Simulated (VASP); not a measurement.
# MgSe (Fm-3m) in VASP: further runs

Aim: see how the results for MgSe move with the level of theory and the settings. Levels: r2SCAN, LDA. Tasks: single point.

Everything below comes from runs of VASP 6.6.1. Logs are shortened: lines on timing, memory, paths and dates and some standing lists are left out, and cuts for length are marked.

### 1 The crystal as given

The structure is cubic, space group Fm-3m (No. 225). The conventional cell has a = 5.467 Å, b = 5.467 Å, c = 5.467 Å, α = 90.00°, β = 90.00°, γ = 90.00°. Mg (site symmetry m-3m) has 6 Se at 2.73 Å as nearest neighbours. Around Se (site symmetry m-3m) lie 6 Mg at 2.73 Å.

The cell comes from a database or a generator and needn't be the stable form of this composition.

### 2 Single point, r2SCAN

The input, POSCAR:

```
MgSe
1.0
    0.0000000000      2.7337235204      2.7337235204
    2.7337235204      0.0000000000      2.7337235204
    2.7337235204      2.7337235204      0.0000000000
Mg Se
1 1
Direct
    0.0000000000      0.0000000000      0.0000000000
    0.5000000000      0.5000000000      0.5000000000
```

The input, INCAR.step1:

```
  PREC = Accurate
  ENCUT = 520
  ISMEAR = -1
  SIGMA = 0.01
  LREAL = False
  LASPH = True
  NELM = 100
  NBANDS = 11
  GGA = PE
  ALGO = Normal
  EDIFF = 1E-4
  LWAVE = True
  LCHARG = False
```

The input, INCAR.step2:

```
  PREC = Accurate
  ENCUT = 520
  EDIFF = 1E-7
  ISMEAR = -1
  SIGMA = 0.01
  LREAL = False
  LASPH = True
  NELM = 100
  ALGO = Normal
  ISIF = 2
  LWAVE = False
  LCHARG = False
  METAGGA = R2SCAN
  LMIXTAU = True
  NBANDS = 11
  ISTART = 1
```

The input, KPOINTS:

```
Automatic mesh
0
Gamma
  10 10 10
```

Potentials or basis: VASP PAW PBE potentials, release 64 (Mg, Se).

The run is started by

```
> cat potpaw_PBE.64/Mg/POTCAR potpaw_PBE.64/Se/POTCAR > POTCAR
> cp INCAR.step1 INCAR
> mpirun -np 1 vasp_std > vasp.out
> cp INCAR.step2 INCAR
> mpirun -np 1 vasp_std > vasp.out
```

OUTCAR:

```text
PREC = Accurate
   ENCUT = 520
   EDIFF = 1E-7
   ISMEAR = -1
   LREAL = False
   LASPH = True
   NELM = 100
   ISIF = 2
   METAGGA = R2SCAN
   ISTART = 1

 ion  position               nearest neighbor table
   1  0.000  0.000  0.000-   2 2.73   2 2.73   2 2.73   2 2.73   2 2.73   2 2.73
   2  0.500  0.500  0.500-   1 2.73   1 2.73   1 2.73   1 2.73   1 2.73   1 2.73

  LATTYP: Found a face centered cubic cell.
 ALAT       =     5.4674470408

  Lattice vectors:

 A1 = (   0.0000000000,   2.7337235204,   2.7337235204)
 A2 = (   2.7337235204,   0.0000000000,   2.7337235204)
 A3 = (   2.7337235204,   2.7337235204,   0.0000000000)

Analysis of symmetry for initial positions (statically):
=====================================================================
 Subroutine PRICEL returns:
 Original cell was already a primitive cell.

 Routine SETGRP: Setting up the symmetry group for a
 face centered cubic supercell.

 Subroutine GETGRP returns: Found 48 space group operations
 (whereof 48 operations were pure point group operations)
 out of a pool of 48 trial point group operations.

The static configuration has the point symmetry O_h .

Analysis of symmetry for dynamics (positions and initial velocities):
=====================================================================
 Subroutine PRICEL returns:
 Original cell was already a primitive cell.

 Routine SETGRP: Setting up the symmetry group for a
 face centered cubic supercell.

 Subroutine GETGRP returns: Found 48 space group operations
 (whereof 48 operations were pure point group operations)
 out of a pool of 48 trial point group operations.

The dynamic configuration has the point symmetry O_h .

 Subroutine INISYM returns: Found 48 space group operations
 (whereof 48 operations are pure point group operations),
 and found     1 'primitive' translations

----------------------------------------------------------------------------------------

                                     Primitive cell

  volume of cell :      40.8596

  direct lattice vectors                    reciprocal lattice vectors
     0.000000000  2.733723520  2.733723520    -0.182900720  0.182900720  0.182900720
     2.733723520  0.000000000  2.733723520     0.182900720 -0.182900720  0.182900720
     2.733723520  2.733723520  0.000000000     0.182900720  0.182900720 -0.182900720

  length of vectors
     3.866068878  3.866068878  3.866068878     0.316793340  0.316793340  0.316793340

  position of ions in fractional coordinates (direct lattice)
     0.000000000  0.000000000  0.000000000
     0.500000000  0.500000000  0.500000000

  ion indices of the primitive-cell ions
   primitive index   ion index
                 1           1
                 2           2

----------------------------------------------------------------------------------------

 KPOINTS: Automatic mesh

Automatic generation of k-mesh.
 Grid dimensions read from file:
 generate k-points for:   10   10   10

 Generating k-lattice:

  Cartesian coordinates                     Fractional coordinates (reciprocal lattice)
    -0.018290072  0.018290072  0.018290072     0.100000000  0.000000000  0.000000000
     0.018290072 -0.018290072  0.018290072     0.000000000  0.100000000  0.000000000
     0.018290072  0.018290072 -0.018290072     0.000000000  0.000000000  0.100000000

  Length of vectors
     0.031679334  0.031679334  0.031679334

  Shift w.r.t. Gamma in fractional coordinates (k-lattice)
     0.000000000  0.000000000  0.000000000

 Subroutine IBZKPT returns following result:
 ===========================================

 Found     47 irreducible k-points:

 Following reciprocal coordinates:
            Coordinates               Weight
  0.000000  0.000000  0.000000      1.000000
  0.100000  0.000000  0.000000      8.000000
  0.200000  0.000000  0.000000      8.000000
  0.300000  0.000000  0.000000      8.000000
  0.400000  0.000000  0.000000      8.000000
  0.500000  0.000000  0.000000      4.000000
[... 16 lines left out ...]
  0.300000  0.300000  0.000000      6.000000
  0.400000  0.300000  0.000000     24.000000
 [... further k-points ...]
   k-points           NKPTS =     47   k-points in BZ     NKDIM =     47   number of bands    NBANDS=     11
   number of dos      NEDOS =    301   number of ions     NIONS =      2
   total plane-waves  NPLWV =  27000
   dimension x,y,z NGX =    30 NGY =   30 NGZ =   30
   dimension x,y,z NGXF=    60 NGYF=   60 NGZF=   60
   ions per type =               1   1
   NGX,Y,Z   is equivalent  to a cutoff of  12.90, 12.90, 12.90 a.u.
   NGXF,Y,Z  is equivalent  to a cutoff of  25.80, 25.80, 25.80 a.u.
 SYSTEM =  unknown system
   PREC   = accura    normal or accurate (medium, high low for compatibility)
   ISTART =      1    job   : 0-new  1-cont  2-samecut
   ICHARG =      0    charge: 1-file 2-atom 10-const
   ISPIN  =      1    spin polarized calculation?
   LNONCOLLINEAR =      F non collinear calculations
   LSORBIT =      F    spin-orbit coupling
   LASPH  =      T    aspherical Exc in radial PAW
   ENCUT  =  520.0 eV  38.22 Ry    6.18 a.u.   7.19  7.19  7.19*2*pi/ulx,y,z
   NELM   =    100;   NELMIN=  2; NELMDL=  0     # of ELM steps
   EDIFF  = 0.1E-06   stopping-criterion for ELM
   LREAL  =      F    real-space projection
   EDIFFG = 0.1E-05   stopping-criterion for IOM
   NSW    =      0    number of steps for IOM
   IBRION =     -1    ionic relax: 0-MD 1-quasi-New 2-CG
   NFREE  =      0    steps in history (QN), initial steepest desc. (CG)
   ISIF   =      2    stress and relaxation
   ISYM   =      2    0-nonsym 1-usesym 2-fastsym
   POTIM  = 0.5000    time-step for ionic-motion
   TEBEG  =    0.0;   TEEND  =   0.0 temperature during run
   PSTRESS=    0.0 pullay stress
   NELECT =       8.0000    total number of electrons
   NUPDOWN=      -1.0000    fix difference up-down
   EMIN   =  10.00;   EMAX   =-10.00  energy-range for DOS
   EFERMI =   0.00;   METHOD = LEGACY
   ISMEAR =    -1;   SIGMA  =   0.01  broadening in eV -4-tet -1-fermi 0-gaus
   EFERMI_NEDOS =   21; number of points for ismear=-14 and -15
   IALGO  =     38    algorithm
   IMIX   =      4    mixing-type and parameters
     AMIX     =   0.40;   BMIX     =  1.00
     AMIX_MAG =   1.60;   BMIX_MAG =  1.00
  volume/ion in A,a.u.               =      20.43       137.87
  Fermi-wavevector in a.u.,A,eV,Ry     =   0.950620  1.796411 12.295288  0.903678
  Thomas-Fermi vector in A             =   2.079014
   LORBIT       =      0    0 simple, 1 ext, 2 COOP (PROOUT), +10 PAW based schemes
   METAGGA = R2SCAN    functional components
   LHFCALC =     F    Hartree Fock is set to
   AEXX    =    0.0000 exact exchange contribution
   IVDW    =     0    specifies the selected vdW correction
   LEPSILON=     F    determine dielectric tensor
   LRPA    =     F    only Hartree local field effects (RPA)
 non-spin polarized calculation
  energy-cutoff  :      520.00
  volume of cell :       40.86
 maximum number of plane-waves:      1113
 NGX is ok and might be reduce to    30
   NGX = 15   NGY = 15   NGZ = 15

 number of electron       8.0000001 magnetization

 Free energy of the ion-electron system (eV)
  ---------------------------------------------------
  ext. energy  EPLUGINS =         0.00000000
  ---------------------------------------------------
  free energy    TOTEN  =       -21.38016030 eV

  energy without entropy =      -21.38016030  energy(sigma->0) =      -21.38016030

 E-fermi :   3.1006     XC(G=0):  -9.8172

 val. band max:        2.8932558387   @ k =   0.0000   0.0000   0.0000
 cond. band min:       5.3385062124   @ k =   0.5000   0.5000   0.0000
 fundamental gap:      2.4452503737
 Fermi energy:         3.1005705056

 k-point     1 :       0.0000    0.0000    0.0000
  band No.  band energies     occupation
      1     -10.4432      2.00000
      2       2.8933      2.00000
      3       2.8933      2.00000
      4       2.8933      2.00000
      5       6.3234      0.00000
      6      10.9219      0.00000
      7      10.9219      0.00000
      8      10.9219      0.00000
      9      13.4469      0.00000
     10      13.4469      0.00000
     11      14.8618      0.00000

 k-point     2 :       0.1000    0.0000    0.0000
  band No.  band energies     occupation
      1     -10.3557      2.00000
      2       2.0957      2.00000
      3       2.8255      2.00000
      4       2.8255      2.00000
      5       6.9789      0.00000
      6      10.6855      0.00000
      7      11.1042      0.00000
      8      11.1042      0.00000
      9      12.6966      0.00000
     10      12.6966      0.00000
     11      14.7997      0.00000

 k-point     3 :       0.2000    0.0000    0.0000
  band No.  band energies     occupation
      1     -10.1104      2.00000
      2       0.6548      2.00000
      3       2.6606      2.00000
      4       2.6606      2.00000
      5       7.6917      0.00000
      6      10.8989      0.00000
      7      10.9369      0.00000
      8      10.9369      0.00000
      9      12.6437      0.00000
     10      12.6437      0.00000
     11      14.1708      0.00000

 k-point     4 :       0.3000    0.0000    0.0000
  band No.  band energies     occupation
      1      -9.7669      2.00000
      2      -0.7005      2.00000
      3       2.4773      2.00000
      4       2.4773      2.00000
      5       7.6765      0.00000
      6      10.2481      0.00000
      7      10.2481      0.00000
      8      12.0359      0.00000
      9      13.7139      0.00000
     10      13.8832      0.00000
     11      13.8832      0.00000
[... 239 lines left out ...]
 k-point    22 :      -0.2000    0.2000    0.0000
  band No.  band energies     occupation
      1      -9.6548      2.00000
      2      -0.4610      2.00000
      3       1.1669      2.00000
      4       2.5385      2.00000
      5       8.9776      0.00000
      6       9.9709      0.00000
      7      10.4987      0.00000
      8      10.5507      0.00000
      9      12.5372      0.00000
     10      16.4363      0.00000
     11      16.5576      0.00000

 k-point    23 :       0.3000    0.3000    0.0000
  band No.  band energies     occupation
      1      -9.5570      2.00000
      2      -0.3111      2.00000
      3       1.5964      2.00000
      4       1.5964      2.00000
      5       6.8885      0.00000
      6       8.2067      0.00000
      7      12.1283      0.00000
      8      13.9407      0.00000
      9      13.9407      0.00000
     10      14.8840      0.00000
     11      18.3518      0.00000

 k-point    24 :       0.4000    0.3000    0.0000
  band No.  band energies     occupation
      1      -9.3110      2.00000
      2      -0.8132      2.00000
      3       1.1631      2.00000
      4       1.4354      2.00000
      5       6.5209      0.00000
      6       8.2628      0.00000
      7      12.5756      0.00000
      8      13.4547      0.00000
      9      15.1109      0.00000
     10      16.5435      0.00000
     11      18.9269      0.00000

 [... further k-points ...]
[... 5 lines left out ...]
  --------------------------------------------------------------------------------------
  -------------------------------------------------------------------------------------
  Total       -0.0315618     -0.0315618     -0.0315618      0.0000000      0.0000000      0.0000000
  in kB       -1.2375960     -1.2375960     -1.2375960      0.0000000      0.0000000      0.0000000
  external PRESSURE =      -1.2375960 kB  Pullay stress =       0.0000000 kB

 VOLUME and BASIS-vectors are now :
 -----------------------------------------------------------------------------
  energy-cutoff  :      520.00
  volume of cell :       40.86
      direct lattice vectors                 reciprocal lattice vectors
     0.000000000  2.733723520  2.733723520    -0.182900720  0.182900720  0.182900720
     2.733723520  0.000000000  2.733723520     0.182900720 -0.182900720  0.182900720
     2.733723520  2.733723520  0.000000000     0.182900720  0.182900720 -0.182900720

 POSITION                                       TOTAL-FORCE (eV/Angst)
 -----------------------------------------------------------------------------------
      0.00000      0.00000      0.00000        -0.000000     -0.000000     -0.000000
      2.73372      2.73372      2.73372         0.000000      0.000000      0.000000
 -----------------------------------------------------------------------------------
    total drift:                               -0.000000     -0.000000      0.000000

  FREE ENERGIE OF THE ION-ELECTRON SYSTEM (eV)
  ---------------------------------------------------
  free  energy   TOTEN  =       -21.3801602971 eV

  energy  without entropy=      -21.3801602971  energy(sigma->0) =      -21.38016030
```

Wall time 3.8 min (1 thread of Intel Xeon Platinum 8259CL at 2.50GHz (Skylake/Cascade Lake), shared host); peak memory 0.18 GiB.

Results:

```yaml
Free_energy: -21.3802 eV
Pressure: -0.1 GPa
Band_gap_on_the_k_mesh: 2.45 eV, indirect (least direct gap 3.43 eV)
```

Caveat: the PAW data sets were made with another functional, which shifts forces and pressure a little. r2SCAN opens gaps a little over a GGA but as a rule still falls short of measured ones.

### 3 Single point, LDA

The input, INCAR:

```
SYSTEM = MgSe
PREC = Accurate ; ENCUT = 520
EDIFF = 1E-6 ; ISMEAR = -1
SIGMA = 0.01 ; LREAL = .FALSE.
LASPH = .TRUE. ; NELM = 80
ALGO = Normal ; ISIF = 2
LWAVE = .FALSE. ; LCHARG = .TRUE.
GGA = CA ; LELF = .TRUE.
LVHAR = .TRUE. ; NBANDS = 11
```

The input, KPOINTS:

```
regular mesh
0
G
  10 10 10
  0 0 0
```

POSCAR is that of step 2.

Potentials or basis: VASP PAW LDA potentials, release 64 (Mg, Se).

The run is started by

```
> cat potpaw_LDA.64/Mg/POTCAR potpaw_LDA.64/Se/POTCAR > POTCAR
> mpirun -np 1 vasp_std > vasp.out
```

It took 31 s on 1 thread of AMD EPYC 7R43 (Zen 3), shared host; peak memory 0.13 GiB.

The run converged. Its results:

| Property | Result |
| --- | --- |
| Free energy | -8.5842 eV |
| Pressure | -3.0 GPa |
| Band gap on the k mesh | 1.63 eV, indirect (least direct gap 2.34 eV) |

Levels at points of the mesh, in eV from the valence-band top:
```csv
k point,band 1,band 2,band 3,band 4,band 5,band 6,band 7,band 8,band 9
"(0.00, 0.00, 0.00)",-12.92,0.00,0.00,0.00,2.34,7.36,7.36,7.36,9.92
"(0.50, 0.00, 0.00)",-11.82,-4.94,-0.57,-0.57,3.70,5.99,5.99,8.35,11.24
"(0.50, 0.50, 0.00)",-11.50,-4.24,-1.78,-1.78,1.63,3.92,11.50,11.90,11.90
```

A k mesh can miss the band edges. Expect the measured gap to be larger: semilocal functionals such as LDA lack the derivative discontinuity.
